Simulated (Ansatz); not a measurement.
# InGaAs2: the cost of one run

Program: Ansatz 0.2.0. Level of theory: DFT PBE, scalar-relativistic, plane waves, PAW. These are calculated values, not measurements.

## Step 1: The starting structure

Symmetry: P6mm, No. 183, hexagonal system. Conventional cell: a = 4.884 Å, b = 4.884 Å, c = 4.510 Å, α = 90.00°, β = 90.00°, γ = 120.00°. Around In (site symmetry 6mm) lie 2 Ga at 2.20 to 2.31 Å and 6 As at 3.13 Å. Ga (site symmetry 6mm) has 2 In at 2.20 to 2.31 Å and 6 As at 2.94 Å in its first shell of neighbours. As (site symmetry 3m) is surrounded by 3 As at 2.82 Å and 3 Ga at 2.94 Å and 3 In at 3.13 Å.

As a file:

```
In Ga As
1.0
     4.88359    0.00000    0.00000
    -2.44179    4.22931    0.00000
     0.00000    0.00000    4.50977
In Ga As
1 1 2
Direct
  0.00000 0.00000 0.58113
  0.00000 0.00000 0.09245
  0.33333 0.66667 0.27946
  0.66667 0.33333 0.27946
```

Recipe of the guess: random cell by space group and Wyckoff sites (P6mm, No. 183). Its size is a rough estimate.

## Step 2: A first look at the guess

input.yaml reads:

```yaml
crystal:
  lattice:
    - [4.88358902, 0.0, 0.0]
    - [-2.44179451, 4.22931216, 0.0]
    - [0.0, 0.0, 4.50976669]
  atoms:
    - { symbol: In, position: [0.0, 0.0, 0.58112675] }
    - { symbol: Ga, position: [0.0, 0.0, 0.09244976] }
    - { symbol: As, position: [0.33333333, 0.66666667, 0.27945902] }
    - { symbol: As, position: [0.66666667, 0.33333333, 0.27945902] }
basis:
  ecutwfc: 420
kpoints:
  mp_grid: { grid: [6, 6, 4] }
hamiltonian:
  xc: pbe
scf:
  occupations: { method: gaussian, width: 0.1 }
  lower_state_search: "off"
output:
  forces: true
  stress: true
  eigenvalues: true
```

On the command line:

```
$ ansatz run input.yaml --threads 1 --pin off --max-ram 2560MiB --backend cpu --events-out ev --progress --plain --runs-dir out
```

What time and memory should one allow on 1 thread of Intel Xeon Platinum 8259CL at 2.50GHz (Skylake/Cascade Lake), shared host?

About 8.9 s, with a peak of 0.43 GiB.
